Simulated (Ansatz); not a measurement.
Runs of Ansatz 0.2.0 on GaN. Symmetry: P6_3mc, No. 186, hexagonal system. Conventional cell: a = 3.180 Å, b = 3.180 Å, c = 5.166 Å, α = 90.00°, β = 90.00°, γ = 120.00°. Around Ga (site symmetry 3m) lie 4 N at 1.94 to 1.95 Å. N (site symmetry 3m) has 4 Ga at 1.94 to 1.95 Å as nearest neighbours. 

```tsv
task	level	potentials or basis	spin	cell	cutoff (eV)	points for each segment of the path	gap on the mesh (eV)	pressure (GPa)	V0 of scaled cells (Å³/atom)	B0 (GPa)	largest force (eV/Å)
equation of state	r2SCAN+D4	Ansatz PAW	off	as given	500	-	-	-	(b)	201	-
relaxation of cell and atoms	PBE+D3(BJ)	Ansatz PAW	off	relaxed	420	-	(c)	0.0	-	-	-
equation of state	revPBE+D3(BJ)	Ansatz PAW	off	as given	420	-	-	-	11.48	181	-
equation of state	PBE	Ansatz PAW polarizable	off	as given	420	-	-	-	11.76	(a)	-
band structure	PBEsol	Ansatz PAW	SOC, no magnetisation	as given	420	14	(d)	1.0	-	-	0.13
equation of state	PBEsol	PseudoDojo PBEsol	off	as given	1143	-	-	-	11.38	188	-
band structure	BPBE	Ansatz PAW	off	as given	420	14	1.96	6.9	-	-	0.14
```

Alike in all rows: k mesh 10 × 10 × 5; smearing fermi-dirac 0.05 eV.

**Question.** Estimate the missing entries.

**Answer.** (a) 172; (b) 11.26; (c) 1.84; (d) 1.90.

Caveats: the cell was scaled at fixed shape and fractional positions, which overstates the stiffness of a crystal with free parameters, most of all of layers and chains (some runs); the PAW data sets come from PBE, with cores solved anew for the run's functional, which leaves a small shift of forces and pressure (some runs); the PAW data sets were made with another functional, which shifts forces and pressure a little (some runs); odd divisions of the mesh miss points on the zone boundary, where band edges often lie, so the gap on the mesh can be too wide (some runs); the plane-wave basis is chosen anew once the cell has moved, so the energies of steps on either side of that aren't comparable (some runs); the potentials were made for another functional, which shifts forces and pressure (some runs).

A k mesh can miss the band edges, and rows without SOC leave out spin-orbit coupling on Ga.
